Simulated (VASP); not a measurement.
# AlN (P6_3/mmc) in VASP: notebook

Runs on AlN. Level: r2SCAN+rVV10. Tasks: single point, relaxation of cell and atoms.

Everything below comes from runs of VASP 6.6.1. Logs are shortened: lines on timing, memory, paths and dates and some standing lists are left out, and cuts for length are marked.

## Step 1: Starting point

It takes space group P6_3/mmc (No. 194, hexagonal). Conventional cell: a = 3.290 Å, b = 3.290 Å, c = 4.127 Å, α = 90.00°, β = 90.00°, γ = 120.00°. Al (site symmetry -6m2) has 5 N at 1.90 to 2.06 Å as nearest neighbours. N (site symmetry -6m2) is surrounded by 5 Al at 1.90 to 2.06 Å.

Measurements of this composition are mostly on another form, of space group No. 186.

## Step 2: Single point, r2SCAN+rVV10

The input, POSCAR:

```
AlN
1.0
    3.2895663149      0.0000000000      0.0000000000
   -1.6447831574      2.8488479961      0.0000000000
    0.0000000000      0.0000000000      4.1271975325
Al N
2 2
Direct
    0.3333333333      0.6666666667      0.7500000000
    0.6666666667      0.3333333333      0.2500000000
    0.3333333333      0.6666666667      0.2500000000
    0.6666666667      0.3333333333      0.7500000000
```

The input, INCAR.step1:

```
SYSTEM = AlN
PREC = Accurate ; ENCUT = 520
ISMEAR = 0 ; SIGMA = 0.02
LREAL = .FALSE. ; LASPH = .TRUE.
NELM = 100 ; NBANDS = 16
GGA = PE ; ALGO = Normal
EDIFF = 1E-4 ; LWAVE = .TRUE.
LCHARG = .FALSE.
```

The input, INCAR.step2:

```
SYSTEM = AlN
PREC = Accurate ; ENCUT = 520
EDIFF = 1E-6 ; ISMEAR = 0
SIGMA = 0.02 ; LREAL = .FALSE.
LASPH = .TRUE. ; NELM = 100
ALGO = Normal ; ISIF = 2
LWAVE = .FALSE. ; LCHARG = .TRUE.
METAGGA = R2SCAN ; LMIXTAU = .TRUE.
LUSE_VDW = .TRUE. ; IVDW_NL = 2
BPARAM = 11.95 ; CPARAM = 0.0093
LELF = .TRUE. ; LVHAR = .TRUE.
NBANDS = 16 ; ISTART = 1
```

The input, KPOINTS:

```
Automatic mesh
0
G
  9 9 6
  0 0 0
```

Potentials or basis: VASP PAW PBE potentials, release 64 (Al, N).

Started as:

```bash
> cat potpaw_PBE.64/Al/POTCAR potpaw_PBE.64/N/POTCAR > POTCAR
> cp INCAR.step1 INCAR
> mpirun -np 1 vasp_std > vasp.out
> cp INCAR.step2 INCAR
> mpirun -np 1 vasp_std > vasp.out
```

OUTCAR:

```text
SYSTEM = AlN
   PREC = Accurate
   ENCUT = 520
   EDIFF = 1E-6
   ISMEAR = 0
   LREAL = .FALSE.
   LASPH = .TRUE.
   NELM = 100
   ISIF = 2
   METAGGA = R2SCAN
   IVDW_NL = 2
   BPARAM = 11.95
   ISTART = 1

 ion  position               nearest neighbor table
   1  0.333  0.667  0.750-   4 1.90   4 1.90   4 1.90   3 2.06   3 2.06   2 2.80   2 2.80   2 2.80
                             2 2.80   2 2.80   2 2.80
   2  0.667  0.333  0.250-   3 1.90   3 1.90   3 1.90   4 2.06   4 2.06   1 2.80   1 2.80   1 2.80
                             1 2.80   1 2.80   1 2.80
   3  0.333  0.667  0.250-   2 1.90   2 1.90   2 1.90   1 2.06   1 2.06
   4  0.667  0.333  0.750-   1 1.90   1 1.90   1 1.90   2 2.06   2 2.06

  LATTYP: Found a hexagonal cell.
 ALAT       =     3.2895663149
 C/A-ratio  =     1.2546327198

  Lattice vectors:

 A1 = (   3.2895663149,   0.0000000000,   0.0000000000)
 A2 = (  -1.6447831574,   2.8488479961,   0.0000000000)
 A3 = (   0.0000000000,   0.0000000000,   4.1271975325)

Analysis of symmetry for initial positions (statically):
=====================================================================
 Subroutine PRICEL returns:
 Original cell was already a primitive cell.

 Routine SETGRP: Setting up the symmetry group for a
 hexagonal supercell.

 Subroutine GETGRP returns: Found 24 space group operations
 (whereof 12 operations were pure point group operations)
 out of a pool of 24 trial point group operations.

The static configuration has the point symmetry D_3d.
 The point group associated with its full space group is D_6h.

Analysis of symmetry for dynamics (positions and initial velocities):
=====================================================================
 Subroutine PRICEL returns:
 Original cell was already a primitive cell.

 Routine SETGRP: Setting up the symmetry group for a
 hexagonal supercell.

 Subroutine GETGRP returns: Found 24 space group operations
 (whereof 12 operations were pure point group operations)
 out of a pool of 24 trial point group operations.

The dynamic configuration has the point symmetry D_3d.
 The point group associated with its full space group is D_6h.

 Subroutine INISYM returns: Found 24 space group operations
 (whereof 12 operations are pure point group operations),
 and found     1 'primitive' translations

----------------------------------------------------------------------------------------

                                     Primitive cell

  volume of cell :      38.6779

  direct lattice vectors                    reciprocal lattice vectors
     3.289566315  0.000000000  0.000000000     0.303991440  0.175509540  0.000000000
    -1.644783157  2.848847996  0.000000000     0.000000000  0.351019079  0.000000000
[... 98 lines left out ...]
   TEBEG  =    0.0;   TEEND  =   0.0 temperature during run
   PSTRESS=    0.0 pullay stress
   NELECT =      16.0000    total number of electrons
   NUPDOWN=      -1.0000    fix difference up-down
   EMIN   =  10.00;   EMAX   =-10.00  energy-range for DOS
   EFERMI =   0.00;   METHOD = LEGACY
   ISMEAR =     0;   SIGMA  =   0.02  broadening in eV -4-tet -1-fermi 0-gaus
   EFERMI_NEDOS =   21; number of points for ismear=-14 and -15
   IALGO  =     38    algorithm
   IMIX   =      4    mixing-type and parameters
     AMIX     =   0.40;   BMIX     =  1.00
     AMIX_MAG =   1.60;   BMIX_MAG =  1.00
  volume/ion in A,a.u.               =       9.67        65.25
  Fermi-wavevector in a.u.,A,eV,Ry     =   1.219814  2.305115 20.244751  1.487947
  Thomas-Fermi vector in A             =   2.355054
   LORBIT       =      0    0 simple, 1 ext, 2 COOP (PROOUT), +10 PAW based schemes
   METAGGA = R2SCAN    functional components
   LHFCALC =     F    Hartree Fock is set to
   AEXX    =    0.0000 exact exchange contribution
   IVDW_NL    =     2    kernel type
   BPARAM     =11.9500
   IVDW    =     0    specifies the selected vdW correction
   LEPSILON=     F    determine dielectric tensor
   LRPA    =     F    only Hartree local field effects (RPA)
 non-spin polarized calculation
 Gauss-broadening in eV      SIGMA  =   0.02
  energy-cutoff  :      520.00
  volume of cell :       38.68
 maximum number of plane-waves:      1065
   NGX = 13   NGY = 13   NGZ = 15

 number of electron      16.0000000 magnetization

 Free energy of the ion-electron system (eV)
  ---------------------------------------------------
  ext. energy  EPLUGINS =         0.00000000
  ---------------------------------------------------
  free energy    TOTEN  =       -37.65910116 eV

  energy without entropy =      -37.65910116  energy(sigma->0) =      -37.65910116

 E-fermi :   8.2199     XC(G=0): -11.8630

 val. band max:        8.0444616782   @ k =   0.0000   0.0000   0.0000
 cond. band min:      12.0916604488   @ k =   0.0000   0.0000   0.0000
 fundamental gap:      4.0471987706
 Fermi energy:         8.2199056902

 k-point     1 :       0.0000    0.0000    0.0000
  band No.  band energies     occupation
      1      -9.8148      2.00000
      2      -6.0098      2.00000
      3       0.8358      2.00000
      4       4.5511      2.00000
      5       4.5511      2.00000
      6       6.3297      2.00000
[... 433 lines left out ...]
      3       1.2121      2.00000
      4       2.2989      2.00000
      5       2.2989      2.00000
      6       4.9391      2.00000
[... 8 lines left out ...]
     15      20.3030      0.00000
     16      22.5001      0.00000

 [... further k-points ...]

------------------------ aborting loop because EDIFF is reached ----------------------------------------

  FORCE on cell =-STRESS in cart. coord.  units (eV):
  Direction    XX          YY          ZZ          XY          YZ          ZX
  --------------------------------------------------------------------------------------
  -------------------------------------------------------------------------------------
  Total       -0.0893397     -0.0893397     -0.1258999     -0.0000000      0.0000000      0.0000000
  in kB       -3.7007703     -3.7007703     -5.2152225     -0.0000000      0.0000000      0.0000000
  external PRESSURE =      -4.2055877 kB  Pullay stress =       0.0000000 kB

 VOLUME and BASIS-vectors are now :
 -----------------------------------------------------------------------------
  energy-cutoff  :      520.00
  volume of cell :       38.68
      direct lattice vectors                 reciprocal lattice vectors
     3.289566315  0.000000000  0.000000000     0.303991440  0.175509540  0.000000000
    -1.644783157  2.848847996  0.000000000     0.000000000  0.351019079  0.000000000
     0.000000000  0.000000000  4.127197533     0.000000000  0.000000000  0.242295163

 POSITION                                       TOTAL-FORCE (eV/Angst)
 -----------------------------------------------------------------------------------
     -0.00000      1.89923      3.09540        -0.000000      0.000000      0.000000
      1.64478      0.94962      1.03180         0.000000     -0.000000      0.000000
     -0.00000      1.89923      1.03180        -0.000000     -0.000000      0.000000
      1.64478      0.94962      3.09540        -0.000000      0.000000      0.000000
 -----------------------------------------------------------------------------------
    total drift:                               -0.000000      0.000000     -0.000000

  FREE ENERGIE OF THE ION-ELECTRON SYSTEM (eV)
  ---------------------------------------------------
  free  energy   TOTEN  =       -37.6591011649 eV

  energy  without entropy=      -37.6591011649  energy(sigma->0) =      -37.65910116
```

OUTCAR.step1:

```text
SYSTEM = AlN
   PREC = Accurate
   ENCUT = 520
   ISMEAR = 0
   LREAL = .FALSE.
   LASPH = .TRUE.
   NELM = 100
[... 689 lines left out ...]
      1.64478      0.94962      1.03180         0.000000     -0.000000      0.000000
     -0.00000      1.89923      1.03180         0.000000     -0.000000      0.000000
      1.64478      0.94962      3.09540        -0.000000      0.000000      0.000000
 -----------------------------------------------------------------------------------
    total drift:                               -0.000000      0.000000     -0.000000

  FREE ENERGIE OF THE ION-ELECTRON SYSTEM (eV)
  ---------------------------------------------------
  free  energy   TOTEN  =       -29.2979751790 eV

  energy  without entropy=      -29.2979751790  energy(sigma->0) =      -29.29797518
```

It took 67 s on 1 thread of Intel Xeon Platinum 8559C (Emerald Rapids), shared host; peak memory 0.24 GiB.

What came out:

```yaml
Free_energy: -37.6591 eV
Pressure: -0.4 GPa
Band_gap_on_the_k_mesh: 4.05 eV, direct
```

Caveat: the PAW data sets were made with another functional, which shifts forces and pressure a little. r2SCAN opens gaps a little over a GGA but as a rule still falls short of measured ones.

## Step 3: Relaxation of cell and atoms, r2SCAN+rVV10

This run uses another cell than the first one, of 9.95 Å³/atom, 1.029 times its volume.

The input, POSCAR:

```
AlN
1.0
    3.3121157400      0.0000000000      0.0000000000
   -1.6560578700      2.8683763700      0.0000000000
    0.0000000000      0.0000000000      4.1875630000
Al N
2 2
Direct
    0.3333333300      0.6666666700      0.7500000000
    0.6666666700      0.3333333300      0.2500000000
    0.3333333300      0.6666666700      0.2500000000
    0.6666666700      0.3333333300      0.7500000000
```

The input, INCAR.step1:

```
SYSTEM = AlN
ALGO = Normal ; EDIFF = 1E-4
ENCUT = 600 ; GGA = PE
ISMEAR = 0 ; LASPH = .True.
LCHARG = .False. ; LREAL = .False.
LWAVE = .True. ; NELM = 100
PREC = Accurate ; SIGMA = 0.02
```

The input, INCAR.step2:

```
SYSTEM = AlN
ALGO = Normal ; BPARAM = 11.95
CPARAM = 0.0093 ; EDIFF = 1E-6
EDIFFG = -0.002 ; ENCUT = 600
IBRION = 2 ; ISIF = 3
ISMEAR = 0 ; ISTART = 1
IVDW_NL = 2 ; LASPH = .True.
LCHARG = .False. ; LMIXTAU = .True.
LREAL = .False. ; LUSE_VDW = .True.
LWAVE = .False. ; METAGGA = R2SCAN
NELM = 100 ; NSW = 100
PREC = Accurate ; SIGMA = 0.02
```

The input, KPOINTS:

```
k-points
0
Gamma
  9 9 6
  0 0 0
```

Potentials or basis: VASP PAW PBE potentials, release 64 (Al, N).

Started as:

```bash
> cat potpaw_PBE.64/Al/POTCAR potpaw_PBE.64/N/POTCAR > POTCAR
> cp INCAR.step1 INCAR
> mpirun -np 1 vasp_std > vasp.out
> cp INCAR.step2 INCAR
> mpirun -np 1 vasp_std > vasp.out
```

Wall time 8.9 min (1 thread of Intel Xeon Platinum 8559C (Emerald Rapids), shared host); peak memory 0.3 GiB.

The run converged. Its results:

```
Free energy                            : -37.6590 eV
Relaxed volume                         : 9.66 Å³/atom
Relaxed cell                           : a = 3.289 Å, b = 3.289 Å, c = 4.124 Å, α = 90.00°, β = 90.00°, γ = 120.00°
Space group after relaxing (to 0.05 Å) : P6_3/mmc (No. 194)
Energy gained by relaxing              : 5.9 meV/atom
Ionic steps                            : 6
Pressure after relaxing                : 0.0 GPa
Band gap on the k mesh                 : 4.06 eV, direct
```

The path:
| step | energy change (eV) | largest force (eV/Å) | pressure (GPa) | volume (Å³) |
| --- | --- | --- | --- | --- |
| 1 | 0.0000 | 0.0000 | -6.19 | 39.78 |
| 2 | -0.0012 | 0.0000 | 6.68 | 37.61 |
| 3 | -0.0224 | 0.0000 | 0.02 | 38.66 |
| 4 | -0.0232 | 0.0000 | 0.02 | 38.64 |
| 5 | -0.0234 | 0.0000 | 0.02 | 38.63 |
| 6 | -0.0234 | 0.0000 | 0.03 | 38.63 |

Final structure:
```
Al N
1.0
     3.28874    0.00000    0.00000
    -1.64437    2.84813    0.00000
     0.00000    0.00000    4.12364
Al N
2 2
Direct
  0.33333 0.66667 0.75000
  0.66667 0.33333 0.25000
  0.33333 0.66667 0.25000
  0.66667 0.33333 0.75000
```

Levels at points of the mesh, in eV from the valence-band top:
| k point | band 5 | band 6 | band 7 | band 8 | band 9 | band 10 | band 11 | band 12 |
| --- | --- | --- | --- | --- | --- | --- | --- | --- |
| (0.00, 0.00, 0.00) | -3.50 | -1.71 | -1.71 | 0.00 | 4.06 | 5.42 | 9.15 | 9.15 |
| (0.00, 0.00, 0.50) | -2.65 | -2.65 | -2.65 | -2.65 | 6.49 | 6.49 | 9.27 | 9.27 |

Caveat: the PAW data sets were made with another functional, which shifts forces and pressure a little.

## Step 4: Single point, r2SCAN+rVV10

This run uses another cell than the first one, of 9.95 Å³/atom, 1.029 times its volume.

POSCAR is that of step 3.

The input, INCAR.step1:

```
SYSTEM = AlN
  ALGO = Normal
  EDIFF = 1E-4
  ENCUT = 520
  GGA = PE
  ISMEAR = 0
  LASPH = .TRUE.
  LCHARG = .FALSE.
  LREAL = .FALSE.
  LWAVE = .TRUE.
  NBANDS = 16
  NELM = 100
  PREC = Accurate
  SIGMA = 0.1
```

The input, INCAR.step2:

```
SYSTEM = AlN
  ALGO = Normal
  BPARAM = 11.95
  CPARAM = 0.0093
  EDIFF = 1E-6
  ENCUT = 520
  ISIF = 2
  ISMEAR = 0
  ISTART = 1
  IVDW_NL = 2
  LASPH = .TRUE.
  LCHARG = .TRUE.
  LELF = .TRUE.
  LMIXTAU = .TRUE.
  LREAL = .FALSE.
  LUSE_VDW = .TRUE.
  LVHAR = .TRUE.
  LWAVE = .FALSE.
  METAGGA = R2SCAN
  NBANDS = 16
  NELM = 100
  PREC = Accurate
  SIGMA = 0.1
```

The input, KPOINTS:

```
k-points
0
G
  6 6 4
  0 0 0
```

Started as:

```bash
> cat potpaw_PBE.64/Al/POTCAR potpaw_PBE.64/N/POTCAR > POTCAR
> cp INCAR.step1 INCAR
> mpirun -np 1 vasp_std > vasp.out
> cp INCAR.step2 INCAR
> mpirun -np 1 vasp_std > vasp.out
```

Run time: 62 s. Hardware: 1 thread of Intel Xeon Platinum 8559C (Emerald Rapids), shared host; peak memory 0.27 GiB.

Results (log left out):

```
Free energy            : -37.6351 eV
Pressure               : -6.3 GPa
Band gap on the k mesh : 3.81 eV, direct
```

Stress tensor (GPa, compression positive):
```
-6.14  0.00  0.00
 0.00 -6.14  0.00
 0.00  0.00 -6.65
```

Levels at points of the mesh, in eV from the valence-band top:
| k point | band 6 | band 7 | band 8 | band 9 | band 10 | band 11 |
| --- | --- | --- | --- | --- | --- | --- |
| (0.00, 0.00, 0.00) | -1.71 | -1.71 | 0.00 | 3.81 | 5.17 | 9.00 |
| (0.50, 0.00, 0.00) | -4.40 | -2.96 | -1.52 | 4.50 | 7.81 | 7.82 |
| (0.00, 0.00, 0.50) | -2.60 | -2.60 | -2.60 | 6.27 | 6.27 | 9.15 |
| (0.50, 0.00, 0.50) | -3.36 | -1.81 | -1.81 | 5.65 | 5.65 | 10.08 |

Caveat: the PAW data sets were made with another functional, which shifts forces and pressure a little.

## Step 5: Summary

```csv
task,cell,k mesh,cutoff (eV),smearing,gap on the mesh (eV),pressure (GPa)
single point,"P6_3/mmc, 9.67 Å³/atom",9 × 9 × 6,520,gaussian 0.02 eV,4.05,-0.4
relaxation of cell and atoms,relaxed,9 × 9 × 6,600,gaussian 0.02 eV,4.06,0.0
single point,"P6_3/mmc, 9.95 Å³/atom",6 × 6 × 4,520,gaussian 0.1 eV,3.81,-6.3
```

Alike in all rows: level r2SCAN+rVV10; potentials or basis VASP PAW PBE potentials, release 64 (Al, N); no spin polarisation.

Caveats: the PAW data sets were made with another functional, which shifts forces and pressure a little.

Absolute energies hang on the potentials; compare differences alone.
